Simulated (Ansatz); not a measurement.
# AlGa3N4: the cost of one run

Program: Ansatz 0.2.0. Level of theory: DFT PBEsol, scalar-relativistic, plane waves, PAW. These are calculated values, not measurements.

3 further runs of the same task are left out: 3 set aside as unsound or not needed.

### 1 The system as given

Symmetry: Pm, No. 6, monoclinic system. The conventional cell has a = 5.142 Å, b = 3.165 Å, c = 5.478 Å, α = 90.00°, β = 90.04°, γ = 90.00°. Al (site symmetry m) is surrounded by 4 N at 1.89 to 1.90 Å. Around Ga (site symmetry m) lie 4 N at 1.94 to 1.95 Å. Ga (site symmetry m) has 4 N at 1.94 to 1.96 Å as nearest neighbours. Ga (site symmetry m) is surrounded by 4 N at 1.95 to 1.96 Å. Around N (site symmetry m) lie 1 Al at 1.89 Å and 3 Ga at 1.95 Å. N (site symmetry m) is surrounded by 2 Al at 1.90 Å and 2 Ga at 1.96 Å. N (site symmetry m) is surrounded by 4 Ga at 1.94 to 1.95 Å. Around N (site symmetry m) lie 1 Al at 1.90 Å and 3 Ga at 1.94 Å.

Coordinates:

```xyz
8
Lattice="5.1424 0.0000 0.0001 0.0000 3.1650 0.0000 -0.0036 0.0000 5.4785" Properties=species:S:1:pos:R:3 pbc="T T T"
Al    0.0007    1.5825    3.6561
Ga    2.5654    1.5825    1.8349
Ga    2.5632    0.0000    4.5557
Ga    5.1410    0.0000    0.9105
N     0.6142    1.5825    1.8632
N     0.6020    0.0000    4.5273
N     3.1899    0.0000    0.9107
N     3.2436    1.5825    3.6559
```

It goes back to an entry of the Materials Project, which need not be the stable form.

It is the result of an earlier relaxation at this level (volume 11.15 Å³/atom; gap on the mesh: 2.36 eV).

### 2 Zero of energy

Reference values: F = -13274.4685 eV; pressure -0.01 GPa; largest force 0.004 eV/Å; gap on the mesh 2.36 eV. It was computed beforehand with the settings of the runs below.

### 3 Setting up a strain scan

The cell is strained by ε times the Voigt pattern (0, 0, 1, 0, 0, 0) (xx, yy, zz, yz, xz, xy; engineering shear), with fractional coordinates fixed (clamped ions). The stress on the pattern is the sum of the stress components weighted by it, tension positive.

### 4 ε = -0.1500

File input.yaml:

```yaml
crystal:
  lattice:
    - [5.1423512025, 0.0, 0.0001032783]
    - [0.0, 3.1649848011, 0.0]
    - [-0.0035856884, 0.0, 4.6567200173]
  atoms:
    - { symbol: Al, position: [0.0006034235, 0.5, 0.6673576246] }
    - { symbol: Ga, position: [0.4991167026, 0.5, 0.3349195796] }
    - { symbol: Ga, position: [0.499027384, 0.0, 0.8315570006] }
    - { symbol: Ga, position: [0.9998617813, 0.0, 0.1661805284] }
    - { symbol: "N", position: [0.1196687536, 0.5, 0.3400974151] }
    - { symbol: "N", position: [0.1176459797, 0.0, 0.8263760593] }
    - { symbol: "N", position: [0.6204436392, 0.0, 0.1662162869] }
    - { symbol: "N", position: [0.6312323461, 0.5, 0.6672965055] }
basis:
  ecutwfc: 420
kpoints:
  mp_grid: { grid: [6, 8, 6] }
hamiltonian:
  xc: pbesol
scf:
  occupations: { method: gaussian, width: 0.05 }
output:
  forces: true
  stress: true
  eigenvalues: true
```

On the command line:

```
> ansatz run input.yaml --threads 2 --pin off --max-ram 5120MiB --backend cpu --events-out ev --progress --plain --runs-dir out
```

What time and memory should one allow on 2 threads of Intel Xeon at 2.50GHz (Skylake/Cascade Lake), shared host?

About 26 s, with a peak of 0.5 GiB.
